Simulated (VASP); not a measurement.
Write the native input for VASP 6.6.1 that does the following.

* Task: atomic charges
* Functional: PBEsol
* Potentials or basis: VASP PAW PBE potentials, release 64 (Ni, O)
* Cutoff: 520 eV
* k mesh: 10 × 10 × 10
* Occupations: gaussian, width 0.02 eV
* Spin: collinear spin, ferromagnetic start
* Starting moments: [1.0, 0.0] μB
* Further INCAR settings: ALGO = Fast; EDIFF = 1e-06

The structure of NiO lies in POSCAR:

```
NiO
1.0
    0.0000000000      2.2406300000      2.2406300000
    2.2406300000      0.0000000000      2.2406300000
    2.2406300000      2.2406300000      0.0000000000
Ni O
1 1
Direct
    0.0000000000      0.0000000000      0.0000000000
    0.7500000000      0.7500000000      0.7500000000
```

The cell was built by a generator and needn't be a form met in nature.

The input as run:

INCAR

```
SYSTEM = NiO
PREC     = Accurate       ! precision mode
ENCUT    = 520            ! plane-wave cutoff, eV
EDIFF    = 1E-6           ! SCF threshold, eV
ISMEAR   = 0              ! smearing method
SIGMA    = 0.02           ! smearing width, eV
LREAL    = .False.        ! projectors in reciprocal space
LASPH    = .True.         ! aspherical terms in the spheres
NELM     = 150            ! most SCF steps
ALGO     = Fast           ! electronic algorithm
ISIF     = 2              ! what is computed and relaxed
LWAVE    = .False.        ! write WAVECAR
LCHARG   = .False.        ! write CHGCAR
ISPIN    = 2              ! spin polarisation
MAGMOM   = 1 0            ! initial moments
LORBIT   = 11             ! projections on sites
LMAXMIX  = 4              ! l up to which the mixer works
GGA      = PS             ! functional
```

KPOINTS

```
Automatic mesh
0
Gamma
  10 10 10
  0 0 0
```

Potentials or basis: VASP PAW PBE potentials, release 64 (Ni, O).

The run is started by

```console
$ cat potpaw_PBE.64/Ni/POTCAR potpaw_PBE.64/O/POTCAR > POTCAR
$ mpirun -np 1 vasp_std > vasp.out
```

It gave:

```json
{"Pressure": "-8.2 GPa", "Band gap on the k mesh": "none (metal or under the smearing width)", "Net moment": "1.79 μB per cell", "Site moments": "Ni +1.41; O +0.34 μB", "Valence electrons inside the program's atomic spheres": "Ni 9.12; O 4.94"}
```

Caveat: the PAW data sets were made with another functional, which shifts forces and pressure a little; a cell with one magnetic atom can't hold antiferromagnetic order, which such compounds often take; semilocal functionals often make such compounds metallic where correlation or magnetic order opens a gap, which also shifts bond lengths.

Wall time 11 s on 1 thread of Intel(R) Xeon(R) 6975P-C (Granite Rapids), on a shared host, peak memory 0.15 GiB.
